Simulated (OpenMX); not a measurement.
Runs of OpenMX 3.8.5 on MoS2. The structure is hexagonal, space group P6_3/mmc (No. 194). Conventional cell: a = 3.169 Å, b = 3.169 Å, c = 12.324 Å, α = 90.00°, β = 90.00°, γ = 120.00°. Mo (site symmetry -6m2) is surrounded by 6 S at 2.41 Å. S (site symmetry 3m) is surrounded by 3 Mo at 2.41 Å. 

| task | level | potentials or basis | spin | k mesh | SCF threshold | grid points, held for all volumes | max SCF cycles | gap on the mesh (eV) | pressure (GPa) | V0 of scaled cells (Å³/atom) | B0 (GPa) | largest force (eV/Å) |
| --- | --- | --- | --- | --- | --- | --- | --- | --- | --- | --- | --- | --- |
| equation of state | PBE | OpenMX 2013 PBE set, Mo7.0-s3p2d1, S7.0-s2p2d1, fixed grid of 32 × 32 × 147 points | off | 11 × 11 × 3 | 1e-08 Ha | 32 × 32 × 147 | - | - | - | 18.55 | 138 | - |
| band structure | PBE | OpenMX 2013 PBE set, Mo7.0-s3p2d2, S7.0-s2p2d1f1, grid cutoff 400 Ry | non-collinear, zero start, SOC | 7 × 7 × 3 | 1e-07 Ha | - | 160 | 1.01 | - | - | - | 0.37 |
| band structure | PBE | OpenMX 2013 PBE set, Mo7.0-s3p2d1, S7.0-s2p2d1, grid cutoff 400 Ry | off | 11 × 11 × 3 | 1e-08 Ha | - | 100 | 0.93 | 5.6 | - | - | 0.49 |
| equation of state | LDA | OpenMX 2013 LDA set, Mo7.0-s3p2d2, S7.0-s2p2d1f1, fixed grid of 32 × 32 × 147 points | off | 11 × 11 × 3 | 1e-08 Ha | 32 × 32 × 147 | - | - | - | 17.52 | 163 | - |
| band structure | LDA | OpenMX 2013 LDA set, Mo7.0-s3p2d2, S7.0-s2p2d1f1, grid cutoff 400 Ry | off | 11 × 11 × 3 | 1e-08 Ha | - | 100 | 0.82 | (a) | - | - | 0.05 |
| band structure | PBE | OpenMX 2013 PBE set, Mo7.0-s3p2d2, S7.0-s2p2d1f1, grid cutoff 400 Ry | off | 11 × 11 × 3 | 1e-08 Ha | - | 100 | 0.89 | 4.7 | - | - | (b) |

Alike in all rows: cell as given; smearing fermi-dirac 0.05 eV.

Question: Fill in the values left out.

Answer: (a) -3.1; (b) 0.38.

Caveats: the basis of atomic orbitals isn't converged, which shifts pressures, moduli and gaps; this functional lacks dispersion, which binds the layers, so the pressure and a relaxed spacing across them are unreliable (some runs); volumes in these bases differ from converged ones by about 1 %, for some elements by several (some runs); the cell was scaled at fixed shape and fractional positions, which overstates the stiffness of a crystal with free parameters, most of all of layers and chains (some runs); total energies with and without spin-orbit coupling shouldn't be compared in this program (some runs); the mesh misses the band edges, which the band path finds closer together (some runs).

A k mesh can miss the band edges, and rows without SOC leave out spin-orbit coupling on Mo.
